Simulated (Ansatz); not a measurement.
A run of Ansatz 0.2.0 is set up as follows.

File input.yaml:

```yaml
crystal:
  lattice:
    - [0.0, 2.702, 2.702]
    - [2.702, 0.0, 2.702]
    - [2.702, 2.702, 0.0]
  atoms:
    - { symbol: Zn, position: [0.75, 0.75, 0.75] }
    - { symbol: S, position: [0.0, 0.0, 0.0] }
hamiltonian:
  xc: { exchange: slater, correlation: vwn5 }
  pseudopotentials: { kind: paw }
kpoints:
  mp_grid: { grid: [9, 9, 9] }
  band_path:
    path:
      - [[0.0, 0.0, 0.0], [0.5, 0.0, 0.5], [0.5, 0.25, 0.75], [0.375, 0.375, 0.75], [0.0, 0.0, 0.0], [0.5, 0.5, 0.5], [0.625, 0.25, 0.625], [0.5, 0.25, 0.75], [0.5, 0.5, 0.5], [0.375, 0.375, 0.75]]
      - [[0.625, 0.25, 0.625], [0.5, 0.0, 0.5]]
    npoints: 14
scf:
  occupations: { method: fermi_dirac, width: 0.05 }
  n_extra_bands: 6
output:
  forces: true
  stress: true
  eigenvalues: true
  fatbands: false
```

Potentials or basis: Ansatz PAW.

The run is started by

```sh
$ ansatz run input.yaml --threads 2 --pin off --max-ram 5120MiB --backend cpu --events-out ev --progress --plain --runs-dir out
```

**Question.** What does it give for the band gap along the path?

**Answer.** 1.86 eV, direct.

**Question.** Estimate the pressure.

**Answer.** -4.6 GPa.

**Question.** Predict the band gap on the k mesh.

**Answer.** 1.86 eV, direct.

Levels at the corners of the path, in eV from the valence-band top:
```csv
point,band 7,band 8,band 9,band 10,band 11,band 12
Γ,0.00,0.00,0.00,1.86,6.22,6.22
X,-4.67,-2.25,-2.25,3.19,3.88,10.69
W,-4.68,-2.80,-2.77,5.52,5.89,7.66
K,-4.71,-3.17,-1.83,3.93,5.80,9.14
Γ,0.00,0.00,0.00,1.86,6.22,6.22
L,-5.38,-0.88,-0.88,3.09,6.76,6.76
U,-4.71,-3.17,-1.83,3.93,5.80,9.14
W,-4.68,-2.80,-2.77,5.52,5.89,7.66
L,-5.38,-0.88,-0.88,3.09,6.76,6.76
K,-4.71,-3.17,-1.83,3.93,5.80,9.14
U,-4.71,-3.17,-1.83,3.93,5.80,9.14
X,-4.67,-2.25,-2.25,3.19,3.88,10.69
```

Caveat: the PAW data sets come from PBE, with cores solved anew for the run's functional, which leaves a small shift of forces and pressure.

**What was measured.**

“Electronic, vibrational, and thermodynamic properties of ZnS (zincblende and rocksalt structure)”, 2009, arxiv:0911.5022 quotes, for a bulk crystal of ZnS at 19 K: band gap 3.85 eV (direct).

A measured gap of ZnS is 3.85 eV (direct; 19 K; quoted in “Electronic, vibrational, and thermodynamic properties of ZnS (zincblende and rocksalt structure)”, 2009, arxiv:0911.5022); the calculated 1.86 eV misses it by -1.99 eV. So large a miss can be the level of theory's own, or it may mean another phase, state or a wrong row. The value is that of SVWN5, without temperature or zero-point motion.
